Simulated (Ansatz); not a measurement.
**Calculated O-17 NMR of the central transition for SiO2**

Cell: a computed structure from the Materials Project (it need not be an observed phase).

Space group I-42m (No. 121); a = 9.1596, c = 8.2312 Å.

```csv
site,Wyckoff,site symmetry,x,y,z
Si,16j,1,0.7949,0.4372,0.3183
O9,8f,.2.,0.0000,0.2833,0.0000
O10,8i,..m,0.8546,0.1454,0.7713
O11,16j,1,0.9302,0.3231,0.3076
```

One atom of each set is listed; the run and its k-mesh use a cell of 24 atoms with edges of 7.67, 7.67, 7.67 Å.

The numbers come from a DFT calculation in Ansatz (r2SCAN, plane waves and PAW (field gradients read without the response of the frozen cores, which leaves them typically 4 to 6 % off), scalar-relativistic, 500 eV cutoff, Γ-centred 4×4×4 k-points, Fermi–Dirac smearing 0.02 eV).

O-17 has I = 5/2 and Q = -25.58 mb (Pyykkö 2018); at 35.2 T its Larmor frequency is ν₀ = 203.3 MHz. Only the quadrupole interaction is simulated: positions count from each site's isotropic chemical shift, and J coupling is left out, as are shift anisotropy and dipolar coupling, which fast spinning averages.

Task: What does the O-17 spectrum (fast magic-angle spinning) show for each site?

Result: 

```csv
site,first shell,C_Q (MHz),η,P_Q (MHz),δ_QIS (ppm),breadth (kHz)
O9,"2 Si at 1.61 Å, angle 172°",-6.40,0.03,6.40,-5.95,2.61
O10,"2 Si at 1.61 Å, angle 138°",-5.73,0.31,5.82,-4.93,2.30
O11,"2 Si at 1.62 Å, angle 135°",-5.64,0.24,5.69,-4.70,2.17
```

δ_QIS = −(ν_Q²/30ν₀²)[I(I+1) − 3/4](1 + η²/3) × 10⁶ ppm with ν_Q = 3|C_Q|/[2I(2I−1)]; it falls as 1/B₀² in ppm, and the breadth as 1/B₀ in kHz.

At O10 and O11 V_zz runs parallel to the line that joins its two neighbours (within 1°) in each case. At O9 V_zz points along the line of its two bonds (within 1°).
